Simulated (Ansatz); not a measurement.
Here is an Ansatz 0.2.0 calculation.

input.yaml

```yaml
crystal:
  lattice:
    - [0.0, 2.9305, 2.9305]
    - [2.9305, 0.0, 2.9305]
    - [2.9305, 2.9305, 0.0]
  atoms:
    - { symbol: In, position: [0.0, 0.0, 0.0] }
    - { symbol: P, position: [0.75, 0.75, 0.75] }
kpoints:
  mp_grid: { grid: [8, 8, 8] }
scf:
  occupations: { method: gaussian, width: 0.026 }
hamiltonian:
  xc: pbe
  pseudopotentials: { kind: all_electron, lapw: { basis_error: 0.001 } }
output:
  forces: true
  stress: true
  eigenvalues: true
```

Potentials or basis: all-electron LAPW, scalar-relativistic.

The run is started by

```bash
$ ansatz run input.yaml --threads 1 --pin off --max-ram 3072MiB --backend cpu --events-out ev --progress --plain --runs-dir out
```

(1) Estimate the pressure.

(2) What does it give for the band gap on the k mesh?

Results:

(1) 3.3 GPa.

(2) 0.71 eV, direct.

Caveat: spin-orbit coupling is left out, which moves the levels of the heavy elements.

**Measured values to compare with.**

From a printed reference work, data compilation, for a bulk crystal of InP at 1.6 K: band gap 1.4236 eV (direct).

A measured gap of InP is 1.4236 eV (direct; 1.6 K; a printed reference work, data compilation); the calculated 0.71 eV misses it by -0.71 eV. Spin-orbit coupling on In is left out. The value is that of PBE, without temperature or zero-point motion. Semilocal functionals fall short of measured gaps as a rule.
